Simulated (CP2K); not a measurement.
## Sn in CP2K: the effect of functional

The system is Sn.

```
CELL_PARAMETERS angstrom
4.57264 0.00000 0.00000
2.28632 3.96002 0.00000
2.28632 1.32001 3.73354
ATOMIC_POSITIONS crystal
Sn 0.75000 0.75000 0.75000
Sn 0.50000 0.50000 0.50000
```

This isn't the form of Sn at room conditions, which is tetragonal (white tin).

Alike in all runs:

```yaml
Program: CP2K 2026.2
Task: band structure
Potentials_or_basis: POTENTIAL_UZH Sn GTH-PBE-q4; TZVP-MOLOPT-PBE-GTH basis
Density_cutoff: 9184 eV
k_mesh: 7 × 7 × 7
Occupations: fermi-dirac, width 0.05 eV
Spin: no spin polarisation
```

Problem. One run gave: pressure 0.3 GPa. Which functional did it use?
A. LDA
B. RPBE
C. PBEsol
D. PW91
E. HLE17

Solution. E.

```csv
functional,pressure (GPa)
LDA,3.9
PBEsol,3.8
RPBE,4.4
PW91,4.1
BLYP,5.5
HLE17,0.3
```

Caveats: the potentials were made for another functional, which shifts forces and pressure; the basis of atomic orbitals isn't converged, which shifts pressures, moduli and gaps; the potentials were made for a functional far from this one (some runs).

Runs at the PBE level aren't shown here.
